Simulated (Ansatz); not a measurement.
Crystal: CuO (Tenorite).

```
Cu O
1.0
     2.34465   -1.71340    0.00000
     2.34465    1.71340    0.00000
    -0.86055    0.00000    5.05944
Cu O
2 2
Direct
  0.49680 0.00320 0.50000
  0.00320 0.49680 0.00000
  0.40560 0.57140 0.75370
  0.57140 0.40560 0.25370
```

Base run:

- Program: Ansatz 0.2.0
- Functional: PBEsol
- Potentials or basis: Ansatz PAW
- Cutoff: 420 eV (not typed: the program's choice for these potentials)
- k mesh: 10 × 10 × 5
- Occupations: fermi-dirac, width 0.05 eV
- Spin: no spin polarisation
- Hubbard terms: Cu d U = 8 eV

Its results: band gap on the k mesh none (metal or under the smearing width); pressure 1.8 GPa; largest force 0.832 eV/Å.

Task: The run is repeated on the same cell with these changes: hubbard terms from Cu d U = 8 eV to Cu d U = 4 eV. What comes out?

Result: Band gap on the k mesh none (metal or under the smearing width); pressure -0.8 GPa; largest force 0.777 eV/Å.

Caveats: the run has no spin polarisation, though such a crystal can be magnetic; U without spin polarisation on a metal has little footing; the PAW data sets come from PBE, with cores solved anew for the run's functional, which leaves a small shift of forces and pressure.
